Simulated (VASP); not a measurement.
# Ba (P6/mmm) in VASP: notebook, part 2 of 2

VASP 6.6.1.

## 3. Single point, PBE (strain -0.050 along x and y, -0.050 along z, atoms carried along)

Input file INCAR:

```
PREC = Accurate
ENCUT = 520
EDIFF = 1E-7
ISMEAR = 0
SIGMA = 0.15
LREAL = False
LASPH = True
NELM = 80
ALGO = Fast
ISIF = 2
LWAVE = False
LCHARG = False
GGA = PE
NBANDS = 11
```

Input file KPOINTS:

```
regular mesh
0
Gamma
  15 15 12
```

Input file POSCAR:

```
Ba
1.0
    4.0960330130      0.0000000000      0.0000000000
   -2.0480165065      3.5472686440      0.0000000000
    0.0000000000      0.0000000000      3.7177426350
Ba
1
Direct
    0.0000000000      0.0000000000      0.0000000000
```

Potentials or basis: VASP PAW PBE potentials, release 64 (Ba_sv).

Launch:

```
$ cat potpaw_PBE.64/Ba_sv/POTCAR > POTCAR
$ mpirun -np 1 vasp_std > vasp.out
```

OUTCAR:

```text
PREC = Accurate
   ENCUT = 520
   EDIFF = 1E-7
   ISMEAR = 0
   LREAL = False
   LASPH = True
   NELM = 80
   ISIF = 2
   GGA = PE

 ion  position               nearest neighbor table
   1  0.000  0.000  0.000-

  LATTYP: Found a hexagonal cell.
 ALAT       =     4.0960330130
 C/A-ratio  =     0.9076446951

  Lattice vectors:

 A1 = (   4.0960330130,   0.0000000000,   0.0000000000)
 A2 = (  -2.0480165065,   3.5472686440,   0.0000000000)
 A3 = (   0.0000000000,   0.0000000000,   3.7177426350)

Analysis of symmetry for initial positions (statically):
=====================================================================
 Subroutine PRICEL returns:
 Original cell was already a primitive cell.

 Routine SETGRP: Setting up the symmetry group for a
 hexagonal supercell.

 Subroutine GETGRP returns: Found 24 space group operations
 (whereof 24 operations were pure point group operations)
 out of a pool of 24 trial point group operations.

The static configuration has the point symmetry D_6h.

Analysis of symmetry for dynamics (positions and initial velocities):
=====================================================================
 Subroutine PRICEL returns:
 Original cell was already a primitive cell.

 Routine SETGRP: Setting up the symmetry group for a
 hexagonal supercell.

 Subroutine GETGRP returns: Found 24 space group operations
 (whereof 24 operations were pure point group operations)
 out of a pool of 24 trial point group operations.

The dynamic configuration has the point symmetry D_6h.

 Subroutine INISYM returns: Found 24 space group operations
 (whereof 24 operations are pure point group operations),
 and found     1 'primitive' translations

----------------------------------------------------------------------------------------

                                     Primitive cell

  volume of cell :      54.0178

  direct lattice vectors                    reciprocal lattice vectors
     4.096033013  0.000000000  0.000000000     0.244138657  0.140953520  0.000000000
    -2.048016506  3.547268644  0.000000000     0.000000000  0.281907039  0.000000000
     0.000000000  0.000000000  3.717742635     0.000000000  0.000000000  0.268980427

  length of vectors
     4.096033013  4.096033013  3.717742635     0.281907039  0.281907039  0.268980427

  position of ions in fractional coordinates (direct lattice)
     0.000000000  0.000000000  0.000000000

  ion indices of the primitive-cell ions
   primitive index   ion index
                 1           1

----------------------------------------------------------------------------------------

 KPOINTS: regular mesh

Automatic generation of k-mesh.
 Grid dimensions read from file:
 generate k-points for:   15   15   12

 Generating k-lattice:

  Cartesian coordinates                     Fractional coordinates (reciprocal lattice)
     0.016275910  0.009396901  0.000000000     0.066666667 -0.000000000  0.000000000
     0.000000000  0.018793803  0.000000000     0.000000000  0.066666667  0.000000000
     0.000000000  0.000000000  0.022415036     0.000000000  0.000000000  0.083333333

  Length of vectors
     0.018793803  0.018793803  0.022415036

  Shift w.r.t. Gamma in fractional coordinates (k-lattice)
     0.000000000  0.000000000  0.000000000

 Subroutine IBZKPT returns following result:
 ===========================================

 Found    189 irreducible k-points:

 Following reciprocal coordinates:
            Coordinates               Weight
  0.000000  0.000000  0.000000      1.000000
  0.066667  0.000000  0.000000      6.000000
  0.133333  0.000000  0.000000      6.000000
  0.200000  0.000000  0.000000      6.000000
  0.266667  0.000000  0.000000      6.000000
  0.333333  0.000000  0.000000      6.000000
[... 16 lines left out ...]
  0.333333  0.200000  0.000000     12.000000
  0.400000  0.200000  0.000000      6.000000
 [... further k-points ...]
   k-points           NKPTS =    189   k-points in BZ     NKDIM =    189   number of bands    NBANDS=     11
   number of dos      NEDOS =    301   number of ions     NIONS =      1
   total plane-waves  NPLWV =  25200
   dimension x,y,z NGX =    30 NGY =   30 NGZ =   28
   dimension x,y,z NGXF=    60 NGYF=   60 NGZF=   56
   ions per type =               1
   NGX,Y,Z   is equivalent  to a cutoff of  12.18, 12.18, 12.52 a.u.
   NGXF,Y,Z  is equivalent  to a cutoff of  24.35, 24.35, 25.04 a.u.
 SYSTEM =  unknown system
   PREC   = accura    normal or accurate (medium, high low for compatibility)
   ISTART =      0    job   : 0-new  1-cont  2-samecut
   ICHARG =      2    charge: 1-file 2-atom 10-const
   ISPIN  =      1    spin polarized calculation?
   LNONCOLLINEAR =      F non collinear calculations
   LSORBIT =      F    spin-orbit coupling
   LASPH  =      T    aspherical Exc in radial PAW
   ENCUT  =  520.0 eV  38.22 Ry    6.18 a.u.   7.62  7.62  6.91*2*pi/ulx,y,z
   NELM   =     80;   NELMIN=  2; NELMDL= -5     # of ELM steps
   EDIFF  = 0.1E-06   stopping-criterion for ELM
   LREAL  =      F    real-space projection
   EDIFFG = 0.1E-05   stopping-criterion for IOM
   NSW    =      0    number of steps for IOM
   IBRION =     -1    ionic relax: 0-MD 1-quasi-New 2-CG
   NFREE  =      0    steps in history (QN), initial steepest desc. (CG)
   ISIF   =      2    stress and relaxation
   ISYM   =      2    0-nonsym 1-usesym 2-fastsym
   POTIM  = 0.5000    time-step for ionic-motion
   TEBEG  =    0.0;   TEEND  =   0.0 temperature during run
   PSTRESS=    0.0 pullay stress
   NELECT =      10.0000    total number of electrons
   NUPDOWN=      -1.0000    fix difference up-down
   EMIN   =  10.00;   EMAX   =-10.00  energy-range for DOS
   EFERMI =   0.00;   METHOD = LEGACY
   ISMEAR =     0;   SIGMA  =   0.15  broadening in eV -4-tet -1-fermi 0-gaus
   EFERMI_NEDOS =   21; number of points for ismear=-14 and -15
   IALGO  =     68    algorithm
   IMIX   =      4    mixing-type and parameters
     AMIX     =   0.40;   BMIX     =  1.00
     AMIX_MAG =   1.60;   BMIX_MAG =  1.00
  volume/ion in A,a.u.               =      54.02       364.53
  Fermi-wavevector in a.u.,A,eV,Ry     =   0.933031  1.763172 11.844498  0.870546
  Thomas-Fermi vector in A             =   2.059690
   LORBIT       =      0    0 simple, 1 ext, 2 COOP (PROOUT), +10 PAW based schemes
   GGA     = PE    functional components
   LHFCALC =     F    Hartree Fock is set to
   AEXX    =    0.0000 exact exchange contribution
   IVDW    =     0    specifies the selected vdW correction
   LEPSILON=     F    determine dielectric tensor
   LRPA    =     F    only Hartree local field effects (RPA)
 non-spin polarized calculation
 RMM-DIIS sequential band-by-band and
 Gauss-broadening in eV      SIGMA  =   0.15
  energy-cutoff  :      520.00
  volume of cell :       54.02
 maximum number of plane-waves:      1478
   NGX = 15   NGY = 15   NGZ = 13

 number of electron      10.0000000 magnetization

 Free energy of the ion-electron system (eV)
  ---------------------------------------------------
  ext. energy  EPLUGINS =         0.00000000
  ---------------------------------------------------
  free energy    TOTEN  =        -1.69462863 eV

  energy without entropy =       -1.68305683  energy(sigma->0) =       -1.68884273

 E-fermi :   2.2519     XC(G=0):  -7.9092

 val. band max:        2.2491330968   @ k =   0.1333   0.0667   0.5000
 cond. band min:       2.2686928191   @ k =   0.4000   0.0000   0.2500
 fundamental gap:      0.0195597222
 Fermi energy:         2.2518675379

 k-point     1 :       0.0000    0.0000    0.0000
  band No.  band energies     occupation
      1     -26.7220      2.00000
      2     -11.5227      2.00000
      3     -11.5227      2.00000
      4     -11.3805      2.00000
      5      -0.5303      2.00000
      6       2.2324      1.14530
      7       4.0333      0.00000
      8       4.0333      0.00000
      9       7.8436      0.00000
     10       7.8436      0.00000
     11       8.6135      0.00000

 k-point     2 :       0.0667    0.0000    0.0000
  band No.  band energies     occupation
      1     -26.7186      2.00000
      2     -11.5598      2.00000
      3     -11.5306      2.00000
      4     -11.3768      2.00000
      5      -0.4376      2.00000
      6       2.2731      0.84144
      7       3.8841      0.00000
      8       4.1242      0.00000
      9       7.6370      0.00000
     10       7.8180      0.00000
     11       8.9010      0.00000
[... 295 lines left out ...]
 k-point    24 :       0.4000    0.2000    0.0000
  band No.  band energies     occupation
      1     -26.6364      2.00000
      2     -12.2094      2.00000
      3     -11.8805      2.00000
      4     -11.2881      2.00000
      5       1.9108      1.99870
      6       2.7490      0.00000
      7       3.2365      0.00000
      8       5.7148      0.00000
      9       6.6611      0.00000
     10       7.6874      0.00000
     11       7.8654      0.00000

 [... further k-points ...]
[... 5 lines left out ...]
  --------------------------------------------------------------------------------------
  -------------------------------------------------------------------------------------
  Total        0.4142500      0.4142500      0.7171307      0.0000000     -0.0000000     -0.0000000
  in kB       12.2867295     12.2867295     21.2702229      0.0000000     -0.0000000     -0.0000000
  external PRESSURE =      15.2812273 kB  Pullay stress =       0.0000000 kB

 VOLUME and BASIS-vectors are now :
 -----------------------------------------------------------------------------
  energy-cutoff  :      520.00
  volume of cell :       54.02
      direct lattice vectors                 reciprocal lattice vectors
     4.096033013  0.000000000  0.000000000     0.244138657  0.140953520  0.000000000
    -2.048016506  3.547268644  0.000000000     0.000000000  0.281907039  0.000000000
     0.000000000  0.000000000  3.717742635     0.000000000  0.000000000  0.268980427

 POSITION                                       TOTAL-FORCE (eV/Angst)
 -----------------------------------------------------------------------------------
      0.00000      0.00000      0.00000         0.000000      0.000000      0.000000
 -----------------------------------------------------------------------------------
    total drift:                                0.000000      0.000000     -0.000000

  FREE ENERGIE OF THE ION-ELECTRON SYSTEM (eV)
  ---------------------------------------------------
  free  energy   TOTEN  =        -1.6946286339 eV

  energy  without entropy=       -1.6830568271  energy(sigma->0) =       -1.68884273
```

It took 59 s on 1 thread of Intel Xeon 6975P-C (Granite Rapids), shared host; peak memory 0.24 GiB.

Results:

```yaml
Free_energy: -1.6946 eV
Pressure: 1.5 GPa
Band_gap_on_the_k_mesh: none (metal or under the smearing width)
```

The run has no spin-orbit coupling, so splittings on Ba are missing.

## 4. Single point, PBE (strain +0.000 along x and y, +0.050 along z, atoms carried along)

Input file INCAR:

```
PREC     = Accurate       # precision mode
ENCUT    = 520            # plane-wave cutoff, eV
EDIFF    = 1E-6           # SCF threshold, eV
ISMEAR   = 0              # smearing method
SIGMA    = 0.15           # smearing width, eV
LREAL    = F              # projectors in reciprocal space
LASPH    = T              # aspherical terms in the spheres
NELM     = 100            # most SCF steps
ALGO     = Fast           # electronic algorithm
ISIF     = 2              # what is computed and relaxed
LWAVE    = F              # write WAVECAR
LCHARG   = F              # write CHGCAR
GGA      = PE             # functional
NBANDS   = 11             # bands
```

Input file KPOINTS:

```
Automatic mesh
0
Gamma
  15 15 12
```

Input file POSCAR:

```
Ba
1.0
    4.3116136979      0.0000000000      0.0000000000
   -2.1558068490      3.7339669937      0.0000000000
    0.0000000000      0.0000000000      4.1090839650
Ba
1
Direct
    0.0000000000      0.0000000000      0.0000000000
```

Potentials or basis: VASP PAW PBE potentials, release 64 (Ba_sv).

Launch:

```
$ cat potpaw_PBE.64/Ba_sv/POTCAR > POTCAR
$ mpirun -np 1 vasp_std > vasp.out
```

OUTCAR:

```text
PREC = Accurate
   ENCUT = 520
   EDIFF = 1E-6
   ISMEAR = 0
   LREAL = F
   LASPH = T
   NELM = 100
   ISIF = 2
   GGA = PE

 ion  position               nearest neighbor table
   1  0.000  0.000  0.000-

  LATTYP: Found a hexagonal cell.
 ALAT       =     4.3116136979
 C/A-ratio  =     0.9530269298

  Lattice vectors:

 A1 = (   4.3116136979,   0.0000000000,   0.0000000000)
 A2 = (  -2.1558068490,   3.7339669937,   0.0000000000)
 A3 = (   0.0000000000,   0.0000000000,   4.1090839650)

Analysis of symmetry for initial positions (statically):
=====================================================================
 Subroutine PRICEL returns:
 Original cell was already a primitive cell.

 Routine SETGRP: Setting up the symmetry group for a
 hexagonal supercell.

 Subroutine GETGRP returns: Found 24 space group operations
 (whereof 24 operations were pure point group operations)
 out of a pool of 24 trial point group operations.

The static configuration has the point symmetry D_6h.

Analysis of symmetry for dynamics (positions and initial velocities):
[... 161 lines left out ...]
 val. band max:        1.4935889843   @ k =   0.4000  -0.0000   0.3333
 cond. band min:       1.5148596850   @ k =   0.4667   0.0000   0.4167
 fundamental gap:      0.0212707008
 Fermi energy:         1.5019254268

 k-point     1 :       0.0000    0.0000    0.0000
  band No.  band energies     occupation
      1     -27.6612      2.00000
      2     -12.5996      2.00000
      3     -12.5925      2.00000
      4     -12.5925      2.00000
      5      -1.1841      2.00000
      6       1.6464      0.17318
      7       3.1960      0.00000
      8       3.1960      0.00000
      9       6.0287      0.00000
     10       6.0287      0.00000
     11       7.5881      0.00000
[... 309 lines left out ...]
 k-point    24 :       0.4000    0.2000    0.0000
  band No.  band energies     occupation
      1     -27.6165      2.00000
      2     -13.0177      2.00000
      3     -12.8133      2.00000
      4     -12.5401      2.00000
      5       1.1764      1.99785
      6       2.0521      0.00000
      7       2.1837      0.00000
      8       4.1875      0.00000
      9       5.0136      0.00000
     10       6.1840      0.00000
     11       6.3262      0.00000

 [... further k-points ...]
[... 5 lines left out ...]
  --------------------------------------------------------------------------------------
  -------------------------------------------------------------------------------------
  Total       -0.0328754     -0.0328754     -0.3465197      0.0000000     -0.0000000      0.0000000
  in kB       -0.7962074     -0.7962074     -8.3923423      0.0000000     -0.0000000      0.0000000
  external PRESSURE =      -3.3282524 kB  Pullay stress =       0.0000000 kB

 VOLUME and BASIS-vectors are now :
 -----------------------------------------------------------------------------
  energy-cutoff  :      520.00
  volume of cell :       66.15
      direct lattice vectors                 reciprocal lattice vectors
     4.311613698  0.000000000  0.000000000     0.231931724  0.133905844  0.000000000
    -2.155806849  3.733966994  0.000000000     0.000000000  0.267811687  0.000000000
     0.000000000  0.000000000  4.109083965     0.000000000  0.000000000  0.243363243

 POSITION                                       TOTAL-FORCE (eV/Angst)
 -----------------------------------------------------------------------------------
      0.00000      0.00000      0.00000         0.000000      0.000000      0.000000
 -----------------------------------------------------------------------------------
    total drift:                                0.000000      0.000000      0.000000

  FREE ENERGIE OF THE ION-ELECTRON SYSTEM (eV)
  ---------------------------------------------------
  free  energy   TOTEN  =        -1.7288508489 eV

  energy  without entropy=       -1.7152691029  energy(sigma->0) =       -1.72205998
```

OSZICAR:

```text
N       E                     dE             d eps       ncg     rms          rms(c)
DAV:   1     0.575535862413E+02    0.57554E+02   -0.41738E+03  4166   0.743E+02
DAV:   2     0.127673494484E+01   -0.56277E+02   -0.54704E+02  5048   0.135E+02
DAV:   3    -0.162934250483E+01   -0.29061E+01   -0.28885E+01  5311   0.328E+01
DAV:   4    -0.172216341779E+01   -0.92821E-01   -0.92650E-01  5547   0.530E+00
DAV:   5    -0.172463242461E+01   -0.24690E-02   -0.24681E-02  5565   0.692E-01    0.165E+00
RMM:   6    -0.172629044712E+01   -0.16580E-02   -0.31773E-03  4446   0.576E-01    0.996E-01
RMM:   7    -0.172840232033E+01   -0.21119E-02   -0.97978E-03  5109   0.109E+00    0.645E-02
RMM:   8    -0.172881171700E+01   -0.40940E-03   -0.17442E-03  5667   0.242E-01    0.250E-02
RMM:   9    -0.172884478481E+01   -0.33068E-04   -0.22693E-04  6177   0.707E-02    0.889E-03
RMM:  10    -0.172884972707E+01   -0.49423E-05   -0.40039E-05  6180   0.381E-02    0.356E-03
RMM:  11    -0.172885070429E+01   -0.97722E-06   -0.10096E-05  5760   0.135E-02    0.346E-03
RMM:  12    -0.172885084893E+01   -0.14464E-06   -0.25748E-06  4272   0.118E-02
   1 F= -.17288508E+01 E0= -.17220600E+01  d E =-.135817E-01
```

Wall time 46 s (1 thread of Intel Xeon 6975P-C (Granite Rapids), shared host); peak memory 0.27 GiB.

What came out:

```yaml
Free_energy: -1.7289 eV
Pressure: -0.3 GPa
Band_gap_on_the_k_mesh: none (metal or under the smearing width)
```

Stress tensor (GPa, compression positive):
```
-0.08  0.00  0.00
 0.00 -0.08  0.00
 0.00  0.00 -0.84
```

## 5. The runs side by side

| cell | further INCAR settings | gap on the mesh (eV) | pressure (GPa) |
| --- | --- | --- | --- |
| strain +0.050 along x and y, -0.050 along z, atoms carried along | ALGO = Fast; EDIFF = 1e-06; NBANDS = 11 | none | -0.2 |
| strain -0.050 along x and y, -0.050 along z, atoms carried along | ALGO = Fast; EDIFF = 1e-07; NBANDS = 11 | none | 1.5 |
| strain +0.000 along x and y, +0.050 along z, atoms carried along | ALGO = Fast; EDIFF = 1e-06; NBANDS = 11 | none | -0.3 |

Alike in all rows: task single point; level PBE; potentials or basis VASP PAW PBE potentials, release 64 (Ba_sv); no spin polarisation; k mesh 15 × 15 × 12; cutoff (eV) 520; smearing gaussian 0.15 eV.

Absolute energies hang on the potentials; compare differences alone.
